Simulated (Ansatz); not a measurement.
The system is TiC.

```
Ti C
1.0
     0.00000    2.16572    2.16572
     2.16572    0.00000    2.16572
     2.16572    2.16572    0.00000
Ti C
1 1
Direct
  0.00000 0.00000 0.00000
  0.50000 0.50000 0.50000
```

The cell is a database's computed one.

Base run:

* Program: Ansatz 0.2.0
* Functional: PBE
* Potentials or basis: all-electron LAPW, scalar-relativistic
* Cutoff: 313 eV
* Density cutoff: 1250 eV
* Basis error allowed: 0.001 eV/atom
* k mesh: 11 × 11 × 11
* Occupations: fermi-dirac, width 0.05 eV
* Spin: no spin polarisation

Its results: pressure 0.3 GPa.

Problem. After a change of settings the same cell gave: pressure 3.6 GPa. Which change was it?
A. occupations from fermi-dirac, width 0.05 eV to gaussian, width 0.013 eV
B. functional from PBE to revPBE
C. functional from PBE to PBEsol
D. functional from PBE to BLYP

Solution. B.

revPBE binds less tightly than PBE, so the same cell stands under more pressure.

Not every run made on this cell is shown here.
